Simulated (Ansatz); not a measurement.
# Vibrational response of ZrO2 at 25 GPa

Method: DFT PBE, scalar-relativistic, plane waves, PAW (Ansatz 0.2.0). Plane waves to 420 eV; Γ-centred k mesh 8×8×8; fixed occupations. No spin polarisation. Phonons by linear response, acoustic sum rule imposed.

The cell, relaxed at 25 GPa:
```
CELL_PARAMETERS angstrom
0.00000 2.48407 2.48407
2.48407 0.00000 2.48407
2.48407 2.48407 0.00000
ATOMIC_POSITIONS crystal
Zr 0.00000 0.00000 0.00000
O 0.25000 0.25000 0.25000
O 0.75000 0.75000 0.75000
```

Other phases may be more stable at this pressure.

Optical modes at Γ (transverse, no macroscopic field); i marks an imaginary frequency:
| frequency (cm⁻¹) | degeneracy | IR intensity of the level ((D/Å)²/amu) |
| --- | --- | --- |
| 315 | 3 | 97.17 |
| 624 | 3 | 0.00 |

All 6 optical modes at Γ are real: no displacement of atoms at fixed cell lowers the energy to second order. Strains and modes at other wave vectors aren't tested by this run.

```
Electronic dielectric constant ε∞ (principal values) : 5.72
Static dielectric constant ε0 (principal values)     : 28.4
Refractive index √ε∞, mean                           : 2.39
Kohn–Sham gap on the mesh                            : 3.56 eV
Cost                                                 : 26 s on 1 thread of Intel(R) Xeon(R) Platinum 8259CL CPU @ 2.50GHz (Skylake/Cascade Lake), on a shared host, peak memory 0.55 GiB
```

Born effective charges (e):
```json
{"atom": "Zr (atom 1)", "Z*xx": "5.77", "Z*yy": "5.77", "Z*zz": "5.77", "mean": "5.77"}
{"atom": "O (atom 2)", "Z*xx": "-2.88", "Z*yy": "-2.88", "Z*zz": "-2.88", "mean": "-2.88"}
```

This fluorite-type form isn't the usual stable structure of the compound at low pressure.